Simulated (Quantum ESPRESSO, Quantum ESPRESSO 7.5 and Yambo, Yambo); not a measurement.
# A GW chain in Yambo: BAs (F-43m)

How does a plane-wave GW calculation on BAs (F-43m) run from the first input to the gap?

Method: PBE and many-body steps on it, plane waves, in Quantum ESPRESSO 7.5 and Yambo 5.3.0.

**What was measured.**

- Gap 1.82 eV: indirect optical gap from absorption edge; UV-visible absorption; 300 K; bulk crystal (single crystal grown by chemical vapor transport) (“Basic Physical Properties of Cubic Boron Arsenide”, 2019, arxiv:1911.11281).

- Gap 4.12 eV: direct gap from square of absorption coefficient, average of two samples; spectroscopic ellipsometry; 300 K; bulk crystal (CVT-grown opaque bulk crystals) (“Optical properties of cubic boron arsenide”, 2019, arxiv:1911.04914).

- Gap 2.02 eV: indirect gap from square root of absorption coefficient, average of three samples; transmission and reflection spectroscopy; 300 K; bulk crystal (CVT-grown platelets about 10 um thick) (“Optical properties of cubic boron arsenide”, 2019, arxiv:1911.04914).

This is a report of a sequence of runs, with most program output left out.

### 1. Set-up

Symmetry: F-43m, No. 216, cubic system. The conventional cell has a = 4.777 Å, b = 4.777 Å, c = 4.777 Å, α = 90.00°, β = 90.00°, γ = 90.00°. Nearest to B lie 4 As at 2.07 Å. Nearest to As lie 4 B at 2.07 Å. Farther neighbours are not listed.

The cell and positions come from the Crystallography Open Database and are kept as given unless a step says otherwise.

### 2. Ground state

This step: Quantum ESPRESSO 7.5; DFT, PBE, plane waves, norm-conserving pseudopotentials.

The ground-state density comes first.

Contents of pw.in:

```
&control
  calculation = 'scf'
  prefix = 'x'
  outdir = 'o'
  pseudo_dir = 'pseudo'
/
&system
  ibrav = 0
  nat = 2
  ntyp = 2
  ecutwfc = 100.0
  nbnd = 18
  force_symmorphic = .true.
/
&electrons
  conv_thr = 1e-10
  electron_maxstep = 80
  mixing_beta = 0.5
/
ATOMIC_SPECIES
  B 10.81 B.upf
  As 74.922 As.upf
CELL_PARAMETERS angstrom
  -0.0000000000 2.3885000000 2.3885000000
  2.3885000000 -0.0000000000 2.3885000000
  2.3885000000 2.3885000000 -0.0000000000
ATOMIC_POSITIONS crystal
  B 0.0000000000 0.0000000000 0.0000000000
  As 0.2500000000 0.2500000000 0.2500000000
K_POINTS automatic
  8 8 8 0 0 0
```

Started as:

```
$ OMP_NUM_THREADS=1 mpirun -n 4 pw.x -nk 4 -in pw.in > pw.out
```

It took 11 s on 4 MPI ranks of Arm Neoverse V1, shared host; peak memory 0.25 GiB; 42 s of CPU time.

This step gave:

```
total energy               : -8386.4857 eV
gap                        : 1.207 eV
k of the valence top       : 0, 0, 0
k of the conduction bottom : 0, 0.375, 0.375
least direct gap           : 3.289 eV
```

The gap is indirect, with the least direct gap 2.08 eV higher.

### 3. Bands along the symmetry lines

Levels along a band path, at the cheap level, show where the edges lie and whether the meshes to come will hold them.

Contents of pw.in:

```
&control
  calculation = 'bands'
  prefix = 'x'
  outdir = 'o'
  pseudo_dir = 'pseudo'
/
&system
  ibrav = 0
  nat = 2
  ntyp = 2
  ecutwfc = 100.0
  nbnd = 19
  force_symmorphic = .true.
/
&electrons
  conv_thr = 1e-9
  electron_maxstep = 80
  diago_full_acc = .true.
  diago_thr_init = 5e-6
/
ATOMIC_SPECIES
  B 10.81 B.upf
  As 74.922 As.upf
CELL_PARAMETERS angstrom
  -0.0000000000 2.3885000000 2.3885000000
  2.3885000000 -0.0000000000 2.3885000000
  2.3885000000 2.3885000000 -0.0000000000
ATOMIC_POSITIONS crystal
  B 0.0000000000 0.0000000000 0.0000000000
  As 0.2500000000 0.2500000000 0.2500000000
K_POINTS crystal
  50
  0.00000000 0.00000000 0.00000000 1
  -0.06250000 -0.06250000 0.00000000 1
  -0.12500000 -0.12500000 0.00000000 1
  -0.18750000 -0.18750000 0.00000000 1
  -0.25000000 -0.25000000 0.00000000 1
  -0.31250000 -0.31250000 0.00000000 1
  -0.37500000 -0.37500000 0.00000000 1
  -0.43750000 -0.43750000 0.00000000 1
  -0.50000000 -0.50000000 0.00000000 1
  -0.48437500 -0.48437500 0.03125000 1
  -0.46875000 -0.46875000 0.06250000 1
  -0.45312500 -0.45312500 0.09375000 1
  -0.43750000 -0.43750000 0.12500000 1
  -0.42187500 -0.42187500 0.15625000 1
  -0.40625000 -0.40625000 0.18750000 1
  -0.39062500 -0.39062500 0.21875000 1
  -0.37500000 -0.37500000 0.25000000 1
  -0.37500000 0.00000000 0.37500000 1
  -0.32812500 0.00000000 0.32812500 1
  -0.28125000 0.00000000 0.28125000 1
  -0.23437500 0.00000000 0.23437500 1
  -0.18750000 0.00000000 0.18750000 1
  -0.14062500 0.00000000 0.14062500 1
  -0.09375000 0.00000000 0.09375000 1
  -0.04687500 0.00000000 0.04687500 1
  0.00000000 0.00000000 0.00000000 1
  0.00000000 0.00000000 0.06250000 1
  0.00000000 0.00000000 0.12500000 1
  0.00000000 0.00000000 0.18750000 1
  0.00000000 0.00000000 0.25000000 1
  0.00000000 0.00000000 0.31250000 1
  0.00000000 0.00000000 0.37500000 1
  0.00000000 0.00000000 0.43750000 1
  -0.00000000 -0.00000000 0.50000000 1
  -0.06250000 -0.03125000 0.46875000 1
  -0.12500000 -0.06250000 0.43750000 1
  -0.18750000 -0.09375000 0.40625000 1
  -0.25000000 -0.12500000 0.37500000 1
  -0.31250000 -0.15625000 0.34375000 1
  -0.37500000 -0.18750000 0.31250000 1
  -0.43750000 -0.21875000 0.28125000 1
  -0.50000000 -0.25000000 0.25000000 1
  -0.50000000 -0.28125000 0.21875000 1
  -0.50000000 -0.31250000 0.18750000 1
  -0.50000000 -0.34375000 0.15625000 1
  -0.50000000 -0.37500000 0.12500000 1
  -0.50000000 -0.40625000 0.09375000 1
  -0.50000000 -0.43750000 0.06250000 1
  -0.50000000 -0.46875000 0.03125000 1
  -0.50000000 -0.50000000 0.00000000 1
```

The job ended after 4.2 s (4 MPI ranks; peak memory 0.22 GiB).

This step gave:

```
gap                        : 1.207 eV
k of the valence top       : 0, 0, 0
k of the conduction bottom : -0.375, -0.375, 0
least direct gap           : 3.289 eV
```

The gap is 1.207 eV, as in the run before at this level.

Electronic bands along the path, in eV, zero at the top of the highest filled band:

| point | band 10 | band 11 | band 12 | band 13 | band 14 | band 15 | band 16 | band 17 |
| --- | --- | --- | --- | --- | --- | --- | --- | --- |
| Γ | -15.40 | 0.00 | 0.00 | 0.00 | 3.29 | 3.29 | 3.29 | 4.69 |
| halfway | -14.05 | -4.09 | -2.70 | -2.70 | 1.67 | 4.55 | 7.41 | 7.41 |
| X | -11.22 | -8.51 | -4.07 | -4.07 | 1.45 | 1.46 | 11.39 | 11.39 |
| halfway | -11.19 | -8.41 | -4.90 | -3.92 | 1.61 | 2.81 | 10.72 | 10.82 |
| U | -11.26 | -8.13 | -5.94 | -3.48 | 2.06 | 5.56 | 9.24 | 9.78 |
| jump to K | -11.26 | -8.13 | -5.94 | -3.48 | 2.06 | 5.56 | 9.24 | 9.78 |
| halfway | -13.91 | -5.13 | -3.78 | -1.13 | 3.99 | 4.92 | 5.80 | 7.01 |
| Γ | -15.40 | 0.00 | 0.00 | 0.00 | 3.29 | 3.29 | 3.29 | 4.69 |
| halfway | -14.40 | -4.93 | -1.15 | -1.15 | 3.08 | 4.67 | 4.67 | 7.91 |
| L | -12.53 | -8.77 | -1.82 | -1.82 | 2.70 | 4.80 | 4.80 | 8.90 |
| halfway | -11.96 | -8.28 | -4.55 | -3.07 | 3.98 | 4.79 | 7.48 | 9.06 |
| W | -11.06 | -8.05 | -5.48 | -5.19 | 5.27 | 5.95 | 6.83 | 7.06 |
| halfway | -11.14 | -8.31 | -4.81 | -4.69 | 2.90 | 3.02 | 9.72 | 10.01 |
| X | -11.22 | -8.51 | -4.07 | -4.07 | 1.45 | 1.46 | 11.39 | 11.39 |

### 4. Empty states on the mesh, 6×6×6 mesh, 126 bands

The sums over transitions need many empty states on a uniform mesh; this step solves for them.

Contents of pw.in:

```
&control
  calculation = 'nscf'
  prefix = 'x'
  outdir = 'o'
  pseudo_dir = 'pseudo'
/
&system
  ibrav = 0
  nat = 2
  ntyp = 2
  ecutwfc = 100.0
  nbnd = 126
  force_symmorphic = .true.
/
&electrons
  conv_thr = 1e-9
  electron_maxstep = 80
  diago_full_acc = .true.
  diago_thr_init = 5e-6
/
ATOMIC_SPECIES
  B 10.81 B.upf
  As 74.922 As.upf
CELL_PARAMETERS angstrom
  -0.0000000000 2.3885000000 2.3885000000
  2.3885000000 -0.0000000000 2.3885000000
  2.3885000000 2.3885000000 -0.0000000000
ATOMIC_POSITIONS crystal
  B 0.0000000000 0.0000000000 0.0000000000
  As 0.2500000000 0.2500000000 0.2500000000
K_POINTS automatic
  6 6 6 0 0 0
```

Elapsed: 14 s, on 4 MPI ranks; peak memory 0.33 GiB; 57 s of CPU time.

This step gave:

```yaml
gap: 1.292 eV
k_of_the_valence_top: 0, 0, 0
k_of_the_conduction_bottom: 0, 0.3333, 0.3333
least_direct_gap: 3.289 eV
k_points_computed: 16
lowest_point_of_the_top_converged_band_above_the_valence_top: 134.0316 eV
```

On this mesh the gap is 1.292 eV. The earlier step found 1.207 eV, so this mesh misses an edge.

### 5. Conversion and set-up

This step: Yambo 5.3.0; conversion and set-up on PBE, plane waves, norm-conserving pseudopotentials.

The states are converted to the many-body program's format and the q mesh is built.

Started as:

```
$ (cd o/x.save; p2y > p2y.log; mv SAVE ../..); yambo > setup.log
```

Run time: 2.7 s. Hardware: 1 MPI rank; peak memory 0.24 GiB.

### 6. Screening and self-energy, 6×6×6 mesh, 126 bands, screening to 210.9 eV

Now the one-shot GW correction: screening in the RPA, then the self-energy of the levels asked for.

This step: G0W0 on PBE, plane waves, norm-conserving pseudopotentials.

Contents of gw1.in:

```
HF_and_locXC
gw0
dyson
ppa
em1d
rim_cut
RandQpts= 1000000
RandGvec= 1 RL
EXXRLvcs= 100 Ry
VXCRLvcs= 400 Ry
Chimod= "HARTREE"
% BndsRnXp
 1 | 126 |
%
NGsBlkXp= 15.5 Ry
% LongDrXp
 1 | 1 | 1 |
%
% GbndRnge
 1 | 126 |
%
DysSolver= "n"
ExtendOut
PPAPntXp= 27.21138 eV
% QPkrange
 1 | 16 | 11 | 17 |
%
```

Started as:

```
$ OMP_NUM_THREADS=1 mpirun -n 4 yambo -F gw1.in -J gw1 -C gw1 > gw1.log
```

Wall time 34 min (4 MPI ranks); peak memory 2 GiB; 2.3 h of CPU time.

Numbers from this step:

| Item | Value |
| --- | --- |
| G0W0 gap on the mesh | 1.902 eV |
| starting gap on the mesh | 1.292 eV |
| k of the valence top | 0, 0, 0 |
| k of the conduction bottom | 0, 0.3333, 0.3333 |
| least direct G0W0 gap on the computed points | 4.137 eV |
| Z at the valence top | 0.8043 |
| Z at the conduction bottom | 0.8133 |

The gap on the mesh goes from 1.29 eV to 1.90 eV, a correction of +0.61 eV. The start differs from the 1.21 eV found before because the two sample other k points.

Limits: finite bands, cutoff and mesh; no spin-orbit coupling. v1 is the top filled band, c1 the lowest empty one. Levels before and after the correction, in eV, zero at the valence-band top of each column:

|  | conduction bottom | valence top |
| --- | --- | --- |
| Kohn-Sham | 1.29 | 0.00 |
| G0W0 | 1.90 | 0.00 |

|  | level | energy (eV) |
| --- | --- | --- |
| Kohn-Sham | Γ v3-v1 | 0.000 |
| Kohn-Sham | Γ c1-c3 | 3.289 |
| Kohn-Sham | Γ c4 | 4.686 |
| Kohn-Sham | (0 0.333 0.333) v3 | -5.938 |
| Kohn-Sham | (0 0.333 0.333) v2-v1 | -3.452 |
| Kohn-Sham | (0 0.333 0.333) c1 | 1.292 |
| Kohn-Sham | (0 0.333 0.333) c2 | 3.154 |
| Kohn-Sham | (0 0.333 0.333) c3-c4 | 9.167 |
| G0W0 | Γ v3-v1 | 0.000 |
| G0W0 | Γ c1-c3 | 4.137 |
| G0W0 | Γ c4 | 5.433 |
| G0W0 | (0 0.333 0.333) v3 | -6.304 |
| G0W0 | (0 0.333 0.333) v2-v1 | -3.649 |
| G0W0 | (0 0.333 0.333) c1 | 1.902 |
| G0W0 | (0 0.333 0.333) c2 | 3.791 |
| G0W0 | (0 0.333 0.333) c3-c4 | 10.168 |

### 7. Where the time went

Times are wall times on the hardware named with each run, good to a factor of about two.

| step | time | share | memory (GiB) |
| --- | --- | --- | --- |
| ground state | 11 s | 1 % | 0.25 |
| bands along the symmetry lines | 4.2 s | 0 % | 0.22 |
| empty states on the mesh | 14 s | 1 % | 0.33 |
| conversion and set-up | 2.7 s | 0 % | 0.24 |
| screening and self-energy | 34 min | 98 % | 2.0 |

### 8. Outcome

| Item | Value |
| --- | --- |
| PBE gap | 1.21 eV, indirect |
| G0W0 gap on the mesh | 1.90 eV |
| G0W0 gap over the zone (rigid shift) | 1.82 eV |
| GW settings | 6×6×6 mesh, 126 bands, screening to 210.9 eV, Godby-Needs plasmon pole |
| known limits | not at the basis limit; no spin-orbit coupling |

What this shows: G0W0 moves the gap on the mesh from 1.29 eV to 1.90 eV (+0.61 eV), with Z of 0.80 and 0.81 at the edges. The mesh misses the band edges by 0.08 eV in all; a rigid shift gives 1.82 eV for the zone. The dearest step here is «screening and self-energy». Against experiment, by G0W0@PBE: the gap of 1.82 eV lies −0.003 eV from the measured 1.82 eV (indirect, 300 K, 2019); the direct gap of 4.14 eV lies +0.02 eV from the measured 4.12 eV (direct, 300 K, 2019); the gap of 1.82 eV lies −0.20 eV from the measured 2.02 eV (indirect, 300 K, 2019). An exciton line or allowed optical edge lies below the quasiparticle gap by the binding energy; a forbidden edge can push the onset above it. The calculation has static nuclei and no excitons; a measured gap holds zero-point and thermal motion, which mostly lowers it. Bands and cutoff are finite, so the gap is not at the basis limit. The miss can reach some tenths of an eV and take either sign; the mesh is an error of its own. A denser mesh or path gives a starting gap of 1.21 eV: the GW mesh misses a band edge, so its gaps are not the fundamental one. The many-body steps are scalar-relativistic: spin-orbit coupling is not in them.

[Paths, hosts, dates, memory and timing lines, banners, echoed tables and standing remarks are left out of the program output.]

[Logs are printed without paths, hosts, clocks, repeated set-up lines and the standing remarks that a program may print on its own settings, such as how far it seeks lower states.]

[Runs of the session that timed out or met a known fault of the program may be left out.]

[Hosts, paths, dates, database ids (printed as entryN), source tags and the programs' standing remarks are cut or masked in the printed files.]
